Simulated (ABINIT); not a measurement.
TiC:

```
CELL_PARAMETERS angstrom
0.00000 2.16572 2.16572
2.16572 0.00000 2.16572
2.16572 2.16572 0.00000
ATOMIC_POSITIONS crystal
Ti 0.00000 0.00000 0.00000
C 0.50000 0.50000 0.50000
```

The cell is a database's computed one.

Base run:

- Program: ABINIT 10.8.3 (patched build)
- Functional: BP86
- Potentials or basis: JTH PAW PBE v2.0
- Cutoff: 517 eV
- k mesh: 11 × 11 × 11
- Occupations: fermi-dirac, width 0.05 eV
- Spin: no spin polarisation

Its results: band gap on the k mesh none (metal or under the smearing width); pressure 1.8 GPa.

Question: The run is repeated on the same cell with these changes: functional from BP86 to PBE. What comes out?

Answer: Band gap on the k mesh none (metal or under the smearing width); pressure 0.7 GPa.

Caveats: the PAW data sets were made with another functional, which shifts forces and pressure a little (some runs).
